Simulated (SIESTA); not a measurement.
The system is CoO.

```
Co O
1.0
    -1.50800    1.50800    2.10725
     1.50800   -1.50800    2.10725
     1.50800    1.50800   -2.10725
Co O
1 1
Direct
  0.00000 0.00000 0.00000
  0.50000 0.50000 0.00000
```

Alike in all runs: program SIESTA 5.4.2; functional PBE; potentials or basis PseudoDojo 0.4 standard (PBE files); basis DZP (energy shift 0.003 Ry; two zetas on semicore shells); grid cutoff 800 Ry; energy shift 0.003 Ry; k mesh 12 × 12 × 12; occupations fermi-dirac, width 0.05 eV.

The same cell was started in several ways:

| start | free energy over the lowest (meV/atom) | net moment (μB) | site or absolute moments (μB) | gap |
| --- | --- | --- | --- | --- |
| collinear spin, ferromagnetic start of up to 2 μB; fixed moment 0 | 212.4 | 0.00 | - | - |
| collinear spin, ferromagnetic start of up to 2 μB; fixed moment 1 | 133.2 | 1.00 | Co +1.03; O -0.03 | - |
| collinear spin, ferromagnetic start of up to 2 μB; fixed moment 2 | 0.0 | 2.00 | Co +1.92; O +0.08 | - |

All polarised runs hold their moment fixed, so the table maps the energy against it. A still lower state may exist.

Caveats: the basis of atomic orbitals isn't converged, which shifts pressures, moduli and gaps; the total moment is fixed, so each spin has its own Fermi level; a cell with one magnetic atom can't hold antiferromagnetic order, which such compounds often take (some runs); the moment is held away from its start (some runs); the starting moments collapsed, and a magnetic state may lie lower (some runs).
